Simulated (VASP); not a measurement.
# Ta (Im-3m) in VASP: notebook

One crystal, Ta, is run at these levels: r2SCAN; tasks: relaxation of cell and atoms, relaxation of the atoms.

All numbers are computed with VASP 6.6.1; they aren't measurements. Logs are shortened: lines on timing, memory, paths and dates and some standing lists are left out, and cuts for length are marked.

## (1) Starting point

Symmetry: Im-3m, No. 229, cubic system. Conventional cell: a = 3.303 Å, b = 3.303 Å, c = 3.303 Å, α = 90.00°, β = 90.00°, γ = 90.00°. Ta (site symmetry m-3m) is surrounded by 8 Ta at 2.86 Å.

## (2) Relaxation of cell and atoms, r2SCAN

Contents of INCAR:

```
SYSTEM = Ta
PREC = Accurate
ENCUT = 600
EDIFF = 1E-6
ISMEAR = 1
SIGMA = 0.1
LREAL = .False.
LASPH = .True.
NELM = 80
ALGO = Normal
ISIF = 3
LWAVE = .False.
LCHARG = .False.
METAGGA = R2SCAN
LMIXTAU = .True.
IBRION = 2
NSW = 90
EDIFFG = -0.01
```

Contents of KPOINTS:

```
regular mesh
0
Gamma
  16 16 16
  0 0 0
```

Contents of POSCAR:

```
Ta
1.0
   -1.6512800000      1.6512800000      1.6512800000
    1.6512800000     -1.6512800000      1.6512800000
    1.6512800000      1.6512800000     -1.6512800000
Ta
1
Direct
    0.0000000000      0.0000000000      0.0000000000
```

Potentials or basis: VASP PAW PBE potentials, release 64 (Ta_pv).

Started as:

```bash
$ cat potpaw_PBE.64/Ta_pv/POTCAR > POTCAR
$ mpirun -np 1 vasp_std > vasp.out
```

OUTCAR:

```text
SYSTEM = Ta
   PREC = Accurate
   ENCUT = 600
   EDIFF = 1E-6
   ISMEAR = 1
   LREAL = .False.
   LASPH = .True.
   NELM = 80
   ISIF = 3
   METAGGA = R2SCAN
   IBRION = 2
   NSW = 90
   EDIFFG = -0.01

 ion  position               nearest neighbor table
   1  0.000  0.000  0.000-

  LATTYP: Found a body centered cubic cell.
 ALAT       =     3.3025600000

  Lattice vectors:

 A1 = (  -1.6512800000,   1.6512800000,   1.6512800000)
 A2 = (   1.6512800000,  -1.6512800000,   1.6512800000)
 A3 = (   1.6512800000,   1.6512800000,  -1.6512800000)

Analysis of symmetry for initial positions (statically):
=====================================================================
 Subroutine PRICEL returns:
 Original cell was already a primitive cell.

 Routine SETGRP: Setting up the symmetry group for a
 body centered cubic supercell.

 Subroutine GETGRP returns: Found 48 space group operations
 (whereof 48 operations were pure point group operations)
 out of a pool of 48 trial point group operations.

The static configuration has the point symmetry O_h .

Analysis of symmetry for dynamics (positions and initial velocities):
=====================================================================
 Subroutine PRICEL returns:
 Original cell was already a primitive cell.

 Routine SETGRP: Setting up the symmetry group for a
 body centered cubic supercell.

 Subroutine GETGRP returns: Found 48 space group operations
 (whereof 48 operations were pure point group operations)
 out of a pool of 48 trial point group operations.

The dynamic configuration has the point symmetry O_h .

 Subroutine INISYM returns: Found 48 space group operations
 (whereof 48 operations are pure point group operations),
 and found     1 'primitive' translations

----------------------------------------------------------------------------------------

                                     Primitive cell

  volume of cell :      18.0104

  direct lattice vectors                    reciprocal lattice vectors
    -1.651280000  1.651280000  1.651280000     0.000000000  0.302795407  0.302795407
     1.651280000 -1.651280000  1.651280000     0.302795407  0.000000000  0.302795407
     1.651280000  1.651280000 -1.651280000     0.302795407  0.302795407  0.000000000

  length of vectors
     2.860100858  2.860100858  2.860100858     0.428217371  0.428217371  0.428217371

  position of ions in fractional coordinates (direct lattice)
     0.000000000  0.000000000  0.000000000

  ion indices of the primitive-cell ions
   primitive index   ion index
                 1           1

----------------------------------------------------------------------------------------

 KPOINTS: regular mesh

Automatic generation of k-mesh.
 Grid dimensions read from file:
 generate k-points for:   16   16   16

 Generating k-lattice:

  Cartesian coordinates                     Fractional coordinates (reciprocal lattice)
     0.000000000  0.018924713  0.018924713     0.062500000  0.000000000  0.000000000
     0.018924713  0.000000000  0.018924713     0.000000000  0.062500000  0.000000000
     0.018924713  0.018924713  0.000000000     0.000000000  0.000000000  0.062500000

  Length of vectors
     0.026763586  0.026763586  0.026763586

  Shift w.r.t. Gamma in fractional coordinates (k-lattice)
     0.000000000  0.000000000  0.000000000

 Subroutine IBZKPT returns following result:
 ===========================================

 Found    145 irreducible k-points:

 Following reciprocal coordinates:
            Coordinates               Weight
  0.000000  0.000000  0.000000      1.000000
  0.062500  0.000000  0.000000     12.000000
  0.125000  0.000000  0.000000     12.000000
  0.187500  0.000000  0.000000     12.000000
  0.250000  0.000000  0.000000     12.000000
  0.312500  0.000000  0.000000     12.000000
[... 16 lines left out ...]
  0.187500  0.187500  0.000000     24.000000
  0.250000  0.187500  0.000000     48.000000
 [... further k-points ...]
   k-points           NKPTS =    145   k-points in BZ     NKDIM =    145   number of bands    NBANDS=      9
   number of dos      NEDOS =    301   number of ions     NIONS =      1
   total plane-waves  NPLWV =  13824
   dimension x,y,z NGX =    24 NGY =   24 NGZ =   24
   dimension x,y,z NGXF=    48 NGYF=   48 NGZF=   48
   ions per type =               1
   NGX,Y,Z   is equivalent  to a cutoff of  13.95, 13.95, 13.95 a.u.
   NGXF,Y,Z  is equivalent  to a cutoff of  27.90, 27.90, 27.90 a.u.
 SYSTEM =  Ta
   PREC   = accura    normal or accurate (medium, high low for compatibility)
   ISTART =      0    job   : 0-new  1-cont  2-samecut
   ICHARG =      2    charge: 1-file 2-atom 10-const
   ISPIN  =      1    spin polarized calculation?
   LNONCOLLINEAR =      F non collinear calculations
   LSORBIT =      F    spin-orbit coupling
   LASPH  =      T    aspherical Exc in radial PAW
   ENCUT  =  600.0 eV  44.10 Ry    6.64 a.u.   5.71  5.71  5.71*2*pi/ulx,y,z
   NELM   =     80;   NELMIN=  2; NELMDL= -5     # of ELM steps
   EDIFF  = 0.1E-05   stopping-criterion for ELM
   LREAL  =      F    real-space projection
   EDIFFG = -.1E-01   stopping-criterion for IOM
   NSW    =     90    number of steps for IOM
   IBRION =      2    ionic relax: 0-MD 1-quasi-New 2-CG
   NFREE  =      1    steps in history (QN), initial steepest desc. (CG)
   ISIF   =      3    stress and relaxation
   ISYM   =      2    0-nonsym 1-usesym 2-fastsym
   POTIM  = 0.5000    time-step for ionic-motion
   TEBEG  =    0.0;   TEEND  =   0.0 temperature during run
   PSTRESS=    0.0 pullay stress
   NELECT =      11.0000    total number of electrons
   NUPDOWN=      -1.0000    fix difference up-down
   EMIN   =  10.00;   EMAX   =-10.00  energy-range for DOS
   EFERMI =   0.00;   METHOD = LEGACY
   ISMEAR =     1;   SIGMA  =   0.10  broadening in eV -4-tet -1-fermi 0-gaus
   EFERMI_NEDOS =   21; number of points for ismear=-14 and -15
   IALGO  =     38    algorithm
   IMIX   =      4    mixing-type and parameters
     AMIX     =   0.40;   BMIX     =  1.00
     AMIX_MAG =   1.60;   BMIX_MAG =  1.00
  volume/ion in A,a.u.               =      18.01       121.54
  Fermi-wavevector in a.u.,A,eV,Ry     =   1.388988  2.624806 26.249534  1.929286
  Thomas-Fermi vector in A             =   2.513061
   LORBIT       =      0    0 simple, 1 ext, 2 COOP (PROOUT), +10 PAW based schemes
   METAGGA = R2SCAN    functional components
   LHFCALC =     F    Hartree Fock is set to
   AEXX    =    0.0000 exact exchange contribution
   IVDW    =     0    specifies the selected vdW correction
   LEPSILON=     F    determine dielectric tensor
   LRPA    =     F    only Hartree local field effects (RPA)
 conjugate gradient relaxation of ions
 non-spin polarized calculation
 Methfessel and Paxton  Order N= 1 SIGMA  =   0.10
  energy-cutoff  :      600.00
  volume of cell :       18.01
 maximum number of plane-waves:       616
   NGX = 11   NGY = 11   NGZ = 11

--------------------------------------- Ionic step        1  -------------------------------------------

 number of electron      11.0000002 magnetization

 Free energy of the ion-electron system (eV)
  ---------------------------------------------------
  ext. energy  EPLUGINS =         0.00000000
  ---------------------------------------------------
  free energy    TOTEN  =       -48.57666941 eV

  energy without entropy =      -48.57589967  energy(sigma->0) =      -48.57641283

------------------------ aborting loop because EDIFF is reached ----------------------------------------

  FORCE on cell =-STRESS in cart. coord.  units (eV):
  Direction    XX          YY          ZZ          XY          YZ          ZX
  --------------------------------------------------------------------------------------
  -------------------------------------------------------------------------------------
  Total        0.1608106      0.1608106      0.1608106     -0.0000000      0.0000000     -0.0000000
  in kB       14.3054977     14.3054977     14.3054977     -0.0000000      0.0000000     -0.0000000
  external PRESSURE =      14.3054977 kB  Pullay stress =       0.0000000 kB

 VOLUME and BASIS-vectors are now :
 -----------------------------------------------------------------------------
  energy-cutoff  :      600.00
  volume of cell :       18.01
      direct lattice vectors                 reciprocal lattice vectors
    -1.651280000  1.651280000  1.651280000     0.000000000  0.302795407  0.302795407
     1.651280000 -1.651280000  1.651280000     0.302795407  0.000000000  0.302795407
     1.651280000  1.651280000 -1.651280000     0.302795407  0.302795407  0.000000000
[... 36 lines left out ...]
 POSITION                                       TOTAL-FORCE (eV/Angst)
 -----------------------------------------------------------------------------------
      0.00000      0.00000      0.00000        -0.000000      0.000000      0.000000
 -----------------------------------------------------------------------------------
    total drift:                                0.000000      0.000000      0.000000

  FREE ENERGIE OF THE ION-ELECTRON SYSTEM (eV)
  ---------------------------------------------------
  free  energy   TOTEN  =       -48.5743554591 eV

  energy  without entropy=      -48.5732227491  energy(sigma->0) =      -48.57397789

--------------------------------------- Ionic step        3  -------------------------------------------

 number of electron      11.0000001 magnetization

 Free energy of the ion-electron system (eV)
  ---------------------------------------------------
  ext. energy  EPLUGINS =         0.00000000
  ---------------------------------------------------
  free energy    TOTEN  =       -48.57723355 eV

  energy without entropy =      -48.57629484  energy(sigma->0) =      -48.57692064

 E-fermi :   5.2433     XC(G=0): -13.7319

 val. band max:        5.2300158033   @ k =   0.3750   0.1875   0.0625
 cond. band min:       5.2508213607   @ k =  -0.3750   0.4375   0.0625
 fundamental gap:      0.0208055573
 Fermi energy:         5.2433017033

 k-point     1 :       0.0000    0.0000    0.0000
  band No.  band energies     occupation
      1     -28.9941      2.00000
      2     -28.9941      2.00000
      3     -28.9941      2.00000
      4      -3.0343      2.00000
      5       6.1068     -0.00000
      6       6.1068     -0.00000
      7       6.1068     -0.00000
      8       9.5666      0.00000
      9       9.5666      0.00000

 k-point     2 :       0.0625    0.0000    0.0000
  band No.  band energies     occupation
      1     -29.0441      2.00000
      2     -29.0093      2.00000
      3     -28.9943      2.00000
      4      -2.8534      2.00000
      5       5.9873     -0.00000
      6       6.0697     -0.00000
      7       6.2823     -0.00000
      8       9.3730      0.00000
      9       9.5656      0.00000
[... 253 lines left out ...]
 k-point    24 :       0.2500    0.1875    0.0000
  band No.  band energies     occupation
      1     -29.9433      2.00000
      2     -29.3852      2.00000
      3     -29.0977      2.00000
      4       1.3909      2.00000
      5       3.9799      2.00000
      6       4.6276      2.00000
      7       8.8466      0.00000
      8      10.4268      0.00000
      9      12.2313      0.00000

 [... further k-points ...]

------------------------ aborting loop because EDIFF is reached ----------------------------------------

  FORCE on cell =-STRESS in cart. coord.  units (eV):
  Direction    XX          YY          ZZ          XY          YZ          ZX
  --------------------------------------------------------------------------------------
  -------------------------------------------------------------------------------------
  Total        0.0002194      0.0002194      0.0002194     -0.0000000      0.0000000     -0.0000000
  in kB        0.0193786      0.0193786      0.0193786     -0.0000000      0.0000000     -0.0000000
  external PRESSURE =       0.0193786 kB  Pullay stress =       0.0000000 kB

 VOLUME and BASIS-vectors are now :
 -----------------------------------------------------------------------------
  energy-cutoff  :      600.00
  volume of cell :       18.14
      direct lattice vectors                 reciprocal lattice vectors
    -1.655209183  1.655209183  1.655209183     0.000000000  0.302076623  0.302076623
     1.655209183 -1.655209183  1.655209183     0.302076623  0.000000000  0.302076623
     1.655209183  1.655209183 -1.655209183     0.302076623  0.302076623  0.000000000

 POSITION                                       TOTAL-FORCE (eV/Angst)
 -----------------------------------------------------------------------------------
      0.00000      0.00000      0.00000        -0.000000      0.000000      0.000000
 -----------------------------------------------------------------------------------
    total drift:                                0.000000      0.000000     -0.000000

  FREE ENERGIE OF THE ION-ELECTRON SYSTEM (eV)
  ---------------------------------------------------
  free  energy   TOTEN  =       -48.5772335468 eV

  energy  without entropy=      -48.5762948411  energy(sigma->0) =      -48.57692064

 reached required accuracy - stopping structural energy minimisation
```

Wall time 77 s (1 thread of Intel Xeon 6975P-C (Granite Rapids), shared host); peak memory 0.17 GiB.

Results:

```
Free energy                            : -48.5772 eV
Relaxed volume                         : 18.14 Å³/atom
Relaxed cell                           : a = 2.867 Å, b = 2.867 Å, c = 2.867 Å, α = 109.47°, β = 109.47°, γ = 109.47°
Space group after relaxing (to 0.05 Å) : Im-3m (No. 229)
Energy gained by relaxing              : 0.6 meV/atom
Ionic steps                            : 3
Pressure after relaxing                : 0.0 GPa
Band gap on the k mesh                 : none (metal or under the smearing width)
```

Step by step:
| step | energy change (eV) | largest force (eV/Å) | pressure (GPa) | volume (Å³) |
| --- | --- | --- | --- | --- |
| 1 | 0.0000 | 0.0000 | 1.43 | 18.01 |
| 2 | 0.0023 | 0.0000 | -3.10 | 18.43 |
| 3 | -0.0006 | 0.0000 | 0.00 | 18.14 |

Final structure:
```
Ta
1.0
    -1.65521    1.65521    1.65521
     1.65521   -1.65521    1.65521
     1.65521    1.65521   -1.65521
Ta
1
Direct
  0.00000 0.00000 0.00000
```

Levels at points of the mesh, in eV from the Fermi level:
| k point | band 3 | band 4 | band 5 | band 6 | band 7 | band 8 |
| --- | --- | --- | --- | --- | --- | --- |
| (0.00, 0.00, 0.00) | -34.24 | -8.28 | 0.86 | 0.86 | 0.86 | 4.32 |
| (0.50, 0.00, 0.00) | -34.25 | -4.50 | -1.52 | 1.46 | 4.19 | 5.25 |
| (0.50, 0.50, 0.50) | -35.07 | -3.88 | -3.88 | 7.07 | 7.07 | 7.07 |

Caveat: the PAW data sets were made with another functional, which shifts forces and pressure a little. The run has no spin-orbit coupling, so splittings on Ta are missing.

## (3) Relaxation of cell and atoms, r2SCAN

This run uses another cell than the first one, of 18.14 Å³/atom, 1.007 times its volume.

Changes to INCAR since step 2:

```diff
@@ -3,3 +3,3 @@
 ENCUT = 600
-EDIFF = 1E-6
+EDIFF = 1E-7
 ISMEAR = 1
@@ -17,2 +17,2 @@
 NSW = 90
-EDIFFG = -0.01
+EDIFFG = -0.005
```

KPOINTS is that of step 2.

Contents of POSCAR:

```
Ta                                      
1.0
   -1.6552091830      1.6552091830      1.6552091830
    1.6552091830     -1.6552091830      1.6552091830
    1.6552091830      1.6552091830     -1.6552091830
  Ta            
     1
Direct
     0.0000000000000000    0.0000000000000000    0.0000000000000000
```

Potentials or basis: VASP PAW PBE potentials, release 64 (Ta_pv).

Started as:

```bash
$ cat potpaw_PBE.64/Ta_pv/POTCAR > POTCAR
$ mpirun -np 1 vasp_std > vasp.out
```

Run time: 37 s. Hardware: 1 thread of Intel Xeon 6975P-C (Granite Rapids), shared host; peak memory 0.16 GiB.

It converged, with:

- Free energy: -48.5773 eV
- Pressure after relaxing: 0.0 GPa
- Band gap on the k mesh: none (metal or under the smearing width)

Final structure:
```yaml
crystal:
  lattice:
    - [-1.65521, 1.65521, 1.65521]
    - [1.65521, -1.65521, 1.65521]
    - [1.65521, 1.65521, -1.65521]
  atoms:
    - { symbol: Ta, position: [0.00000, 0.00000, 0.00000] }
```

Levels at points of the mesh, in eV from the Fermi level:
| k point | band 1 | band 2 | band 3 | band 4 | band 5 | band 6 | band 7 | band 8 | band 9 |
| --- | --- | --- | --- | --- | --- | --- | --- | --- | --- |
| (0.00, 0.00, 0.00) | -34.24 | -34.24 | -34.24 | -8.28 | 0.86 | 0.86 | 0.86 | 4.32 | 4.32 |
| (0.50, 0.00, 0.00) | -35.44 | -34.62 | -34.25 | -4.50 | -1.52 | 1.46 | 4.19 | 5.25 | 8.04 |
| (0.50, 0.50, 0.50) | -35.07 | -35.07 | -35.07 | -3.88 | -3.88 | 7.07 | 7.07 | 7.07 | 8.97 |

Caveat: the relaxation stopped at its first step, so nothing moved; the PAW data sets were made with another functional, which shifts forces and pressure a little. The run has no spin-orbit coupling, so splittings on Ta are missing.

## (4) Relaxation of the atoms, r2SCAN (a relaxed cell with its volume scaled by 0.94)

Changes to INCAR since step 3:

```diff
@@ -10,3 +10,3 @@
 ALGO = Normal
-ISIF = 3
+ISIF = 2
 LWAVE = .False.
@@ -16,3 +16,3 @@
 IBRION = 2
-NSW = 90
-EDIFFG = -0.005
+NSW = 40
+EDIFFG = -0.01
```

KPOINTS is that of step 3.

Contents of POSCAR:

```
Ta                                      
1.0
   -1.6214199227      1.6214199227      1.6214199227
    1.6214199227     -1.6214199227      1.6214199227
    1.6214199227      1.6214199227     -1.6214199227
  Ta            
     1
Direct
     0.0000000000000000    0.0000000000000000    0.0000000000000000
```

Started as:

```bash
$ cat potpaw_PBE.64/Ta_pv/POTCAR > POTCAR
$ mpirun -np 1 vasp_std > vasp.out
```

It took 30 s on 1 thread of Intel Xeon 6975P-C (Granite Rapids), shared host; peak memory 0.17 GiB.

Results (log left out):

```yaml
Free_energy: -48.5324 eV
Pressure_after_relaxing: 13.4 GPa
Band_gap_on_the_k_mesh: none (metal or under the smearing width)
```

Final structure:
```yaml
crystal:
  lattice:
    - [-1.62142, 1.62142, 1.62142]
    - [1.62142, -1.62142, 1.62142]
    - [1.62142, 1.62142, -1.62142]
  atoms:
    - { symbol: Ta, position: [0.00000, 0.00000, 0.00000] }
```

Levels at points of the mesh, in eV from the Fermi level:
| k point | band 2 | band 3 | band 4 | band 5 | band 6 | band 7 | band 8 | band 9 |
| --- | --- | --- | --- | --- | --- | --- | --- | --- |
| (0.00, 0.00, 0.00) | -33.96 | -33.96 | -8.51 | 0.87 | 0.87 | 0.87 | 4.55 | 4.55 |
| (0.50, 0.00, 0.00) | -34.43 | -33.98 | -4.79 | -1.71 | 1.78 | 4.47 | 5.59 | 8.68 |
| (0.50, 0.50, 0.50) | -34.97 | -34.97 | -4.28 | -4.28 | 7.61 | 7.61 | 7.61 | 9.60 |

Caveat: the relaxation stopped at its first step, so nothing moved; the PAW data sets were made with another functional, which shifts forces and pressure a little. The run has no spin-orbit coupling, so splittings on Ta are missing.
